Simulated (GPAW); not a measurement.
Runs of GPAW 26.7.0 on KCl (Sylvite). The structure is cubic, space group Fm-3m (No. 225). Conventional cell: a = 6.293 Å, b = 6.293 Å, c = 6.293 Å, α = 90.00°, β = 90.00°, γ = 90.00°. K (site symmetry m-3m) has 6 Cl at 3.15 Å as nearest neighbours. Around Cl (site symmetry m-3m) lie 6 K at 3.15 Å. 

```csv
task,level,potentials or basis,spin,smearing,data set,eigensolver,gap on the mesh (eV),pressure (GPa),V0 of scaled cells (Å³/atom),B0 (GPa)
single point,RPBE,"the program's PAW data sets (release 1.2.1) made for this functional, pw",off,gaussian 0.1 eV,-,-,5.54,(b),-,-
equation of state,PBE,"GPAW PAW data sets (gpaw-data 1.2.1), newer versions, pw",off,fermi-dirac 0.05 eV,Cl v3,-,-,-,32.48,16
equation of state,PBEsol+D3,"PAW data sets generated in the run's folder for this functional, pw",off,fermi-dirac 0.05 eV,-,-,-,-,30.39,(a)
single point,BLYP+D3(BJ),"PAW data sets generated in the run's folder for this functional, pw","collinear, ferromagnetic start",gaussian 0.1 eV,-,davidson,5.18,-0.8,-,-
equation of state,PBE,"GPAW PAW data sets (gpaw-data 1.2.1), pw",off,fermi-dirac 0.05 eV,-,-,-,-,32.48,16
```

Alike in all rows: cell as given; k mesh 7 × 7 × 7; cutoff (eV) 600.

Task: Estimate the missing entries.

Result: (a) 17; (b) 2.3.

Caveats: an odd mesh through Γ misses points on the zone boundary, where band edges often lie (some runs).

Not every run made on this cell is shown here.
